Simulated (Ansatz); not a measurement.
# SnO2 (R-3m) in Ansatz: a series of runs, part 2 of 2

Ansatz 0.2.0. The steps go on from the part before.

## Step 3: Band structure, PBE0

Contents of input:

```
crystal:
  lattice:
    - [1.6170930752, 0.9336291223, 4.800592584]
    - [-1.6170930752, 0.9336291223, 4.800592584]
    - [0.0, -1.8672582446, 4.800592584]
  atoms:
    - { symbol: Sn, position: [0.5, 0.5, 0.5] }
    - { symbol: O, position: [0.76283, 0.76283, 0.76283] }
    - { symbol: O, position: [0.23717, 0.23717, 0.23717] }
hamiltonian:
  xc: pbe0
  pseudopotentials: { kind: paw }
kpoints:
  mp_grid: { grid: [6, 6, 6] }
  band_path:
    path:
      - [[0.0, 0.0, 0.0], [0.5, 0.0, 0.0], [0.5, 0.1918821804, -0.1918821804]]
      - [[0.8081178196, 0.5, 0.1918821804], [0.5, 0.5, 0.5], [0.0, 0.0, 0.0], [0.3459410902, 0.0, -0.3459410902]]
      - [[0.6540589098, 0.3459410902, 0.0], [0.5, 0.5, 0.0], [0.6540589098, 0.6540589098, 0.1918821804], [0.5, 0.5, 0.5]]
      - [[0.5, 0.0, 0.0], [0.8081178196, 0.3459410902, 0.3459410902]]
    npoints: 4
scf:
  occupations: { method: fermi_dirac, width: 0.05 }
  n_extra_bands: 7
output:
  forces: true
  stress: true
  eigenvalues: true
  fatbands: false
```

Potentials or basis: Ansatz PAW.

What it wrote:

```text
Warning: output.stress: scf.convergence.dr2_threshold = 1e-7 eV (the SCF's general default) is looser than the 3e-10 eV advised for a printed stress (1e-10 eV for each atom of the cell: 3). What an SCF threshold leaves in a stress goes as its square root, and in the free energy as the threshold itself, and one threshold admits the most on a small cell: of the crystals measured, under no hybrid functional and no lock of the moments, on runs that ended without the residual-converged pass, on stresses that held no estimate of that error, the worst erred by over 100 MPa in a component at 1e-7 eV an atom and by under 5 at 1e-10. Set scf.convergence.dr2_threshold to 3e-10 eV or tighter. The threshold is an SCF's pass mark: one that does not reach it within its budget of iterations ends unconverged, or closes short of it on a stop that the run arms, and scf.convergence.dr2_threshold's page says what that costs each kind of run
Warning: output.stress: scf.exx.energy_threshold = 1e-6 eV is looser than the 3e-8 eV advised for a stress under a hybrid functional (1e-8 eV for each atom of the cell: 3). Every SCF of the exchange loop can meet its threshold on dr2 while the loop round them stops early: no threshold on dr2 bounds what that leaves in the stress. Set scf.exx.energy_threshold to 3e-8 eV or tighter. The threshold is the loop's pass mark: a loop that does not reach it within its budget of cycles ends unconverged, and scf.exx.energy_threshold's page has the law
basis.fft_grid_basis auto: the FFT boxes are laid along the combinations [[1, 0, -1], [0, 1, -1], [0, 0, 1]] of the cell's own vectors, 3.234, 3.234 and 5.151 Å long. The dense box has 24×24×36 points. Along the cell's own vectors, as sized, it would have 36×36×36, 2.25 times as many. Of the 12 symmetry operations that the crystal satisfies within crystal.symmetry.tolerance (time reversal apart; of a slab, those that keep its plane) the dense box along the cell's own vectors carries 12, and the one as laid loses 8 of those. basis.fft_grid_basis: typed keeps the cell's own vectors: state it where this run's energies or levels are differenced outside the engine with another run's, or held beside a run that keeps those vectors.
scf.n_extra_bands = 7 over 13 filled bands (N_el = 26.0): the run solves 20 bands
GPUs: using 1 of 1 available (devices: 1).
Engine: ansatz 0.2.0, x86_64-unknown-linux-gnu
Pseudopotentials: kind: paw
[... 103 lines left out ...]
  E_core_change = 0.221706  (= ΣΔE_core)
  E_smearing   = -0.000000  (= −TS)
  E_closure    = -0.000001  (closes the sum)
  Σ components = -7161.541382   (vs F -7161.541382, Δ=0.00e0)
--- Forces (eV/Å), atoms counted from 1 ---
  atom   1  Sn    -0.00000000     0.00000000     0.00000000
  atom   2  O      0.00000000     0.00000000     0.89442708
  atom   3  O     -0.00000000    -0.00000000    -0.89442708
  max |Σ_I F_I| component: 8.08e-28 eV/Å
--- Stress (GPa, compression-positive) ---
       -9.727238       0.000000      -0.000000
       -0.000000      -9.727238       0.000000
       -0.000000       0.000000      -6.825368
  P = ⅓ Tr σ = -8.7599 GPa (-87.599 kbar)
--- Band table (eV; the first three rows and the last of 32) ---
  k-point 0: bands = ["-16.9792", "-16.7882", "-16.7882", "-16.5588", "-16.5588", "-14.9552", "-13.1464", "0.3285", "3.3067", "3.3067", "3.6748", "3.6748", "4.3479", "8.6232", "12.6063", "18.2598", "18.2598", "18.8304", "24.2827", "24.2827"]
  k-point 1: bands = ["-17.0483", "-16.8467", "-16.7422", "-16.5942", "-16.5522", "-14.7551", "-12.7599", "0.0097", "2.0325", "2.6725", "3.0667", "3.9053", "4.3957", "10.1152", "13.6619", "16.4796", "18.8739", "19.5198", "21.3664", "24.4722"]
  k-point 2: bands = ["-17.4654", "-16.7009", "-16.6966", "-16.5876", "-16.4891", "-14.1769", "-12.1614", "-1.2340", "0.7500", "1.8357", "2.6565", "3.9947", "4.1371", "11.9927", "14.6053", "16.4647", "19.4611", "19.8515", "19.9978", "22.5393"]
  k-point 31: bands = ["-16.9791", "-16.7880", "-16.7880", "-16.5587", "-16.5587", "-14.8477", "-13.2934", "0.7956", "3.1744", "3.2328", "3.2328", "3.7304", "3.7304", "9.9403", "12.4946", "18.4603", "18.4603", "19.1049", "23.6213", "24.5117"]
```

bands.tsv:

```text
[... 61 lines left out ...]
7.175636	-24.263466	-23.323647	-23.315089	-23.144318	-23.056267	-20.395755	-18.579364	-8.597708	-6.521852	-5.165065	-3.627745	-2.657723	-2.576724	5.705444	7.965594	10.815079	12.534918	13.526215	13.668720	14.535420
7.286749	-24.260030	-23.323313	-23.314859	-23.145504	-23.057299	-20.407600	-18.573021	-8.640939	-6.576659	-5.184367	-3.517395	-2.538615	-2.533479	5.624945	7.768078	10.925128	12.317855	13.499058	13.523674	15.150809
7.397862	-24.255287	-23.322865	-23.314623	-23.147148	-23.058731	-20.424106	-18.566290	-8.673402	-6.627412	-5.200235	-3.418381	-2.501600	-2.402546	5.547686	7.556485	11.082915	12.139319	13.286656	13.471415	15.885547
```

It took 62 s on 1 × NVIDIA H100 80GB HBM3 with 2 threads of AMD EPYC 7R13 (Zen 3), shared host; peak memory 2.5 GiB.

Results:

```yaml
Free_energy: -7161.5414 eV
Pressure: -8.8 GPa
Largest_force: 0.894 eV/Å
Band_gap_on_the_k_mesh: 4.17 eV, indirect (least direct gap 4.28 eV)
Band_gap_along_the_path: 4.17 eV, indirect (least direct gap 4.28 eV)
```

Forces on the atoms (eV/Å):
```
Sn   0.000  0.000  0.000
O    0.000  0.000  0.894
O    0.000  0.000 -0.894
```

Levels at the corners of the path, in eV from the valence-band top:
| point | band 11 | band 12 | band 13 | band 14 | band 15 | band 16 |
| --- | --- | --- | --- | --- | --- | --- |
| Γ | -0.78 | -0.78 | -0.10 | 4.17 | 8.15 | 13.81 |
| L | -1.57 | -0.61 | -0.45 | 7.96 | 10.33 | 12.90 |
| B1 | -2.52 | -0.29 | -0.26 | 8.74 | 12.14 | 12.60 |
| B | -2.52 | -0.29 | -0.26 | 8.74 | 12.14 | 12.60 |
| Z | -1.22 | -0.72 | -0.72 | 5.49 | 8.04 | 14.01 |
| Γ | -0.78 | -0.78 | -0.10 | 4.17 | 8.15 | 13.81 |
| X | -2.59 | -0.29 | -0.28 | 8.77 | 12.15 | 13.05 |
| Q | -2.59 | -0.29 | -0.28 | 8.77 | 12.15 | 13.05 |
| F | -1.21 | -0.30 | -0.04 | 7.64 | 9.45 | 13.71 |
| P1 | -1.25 | -0.33 | -0.23 | 7.72 | 9.73 | 13.25 |
| Z | -1.22 | -0.72 | -0.72 | 5.49 | 8.04 | 14.01 |
| L | -1.57 | -0.61 | -0.45 | 7.96 | 10.33 | 12.90 |
| P | -1.25 | -0.33 | -0.23 | 7.72 | 9.73 | 13.25 |

Caveat: the pressure holds a Pulay correction of +0.6 GPa for the finite cutoff; spin-orbit coupling is left out, which moves the levels of the heavy elements; the PAW data sets come from PBE, with cores solved anew for the run's functional, which leaves a small shift of forces and pressure; the thresholds are loose for stress.
